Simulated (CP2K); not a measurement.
SrO:

```
Sr O
1.0
     3.62930    0.00000    0.00000
     1.81465    3.14306    0.00000
     1.81465    1.04769    2.96331
Sr O
1 1
Direct
  0.50000 0.50000 0.50000
  0.00000 0.00000 0.00000
```

Base run:

* Program: CP2K 2026.2
* Functional: PBE
* Potentials or basis: GTH_SOC_POTENTIALS Sr GTH-PBE-q10, O GTH-PBE-q6; DZVP-MOLOPT-SR-GTH basis
* Density cutoff: 8163 eV
* k mesh: 9 × 9 × 9
* Occupations: fermi-dirac, width 0.05 eV
* Spin: spin-orbit coupling, no magnetisation

Its results: pressure 4.4 GPa.

Problem. The run is repeated on the same cell with these changes: functional from PBE to HLE16. What comes out?

Solution. Pressure -6.6 GPa.

Caveats: the basis of atomic orbitals isn't converged, which shifts pressures, moduli and gaps; the potentials were made for a functional far from this one (some runs); the potentials were made for another functional, which shifts forces and pressure (some runs).
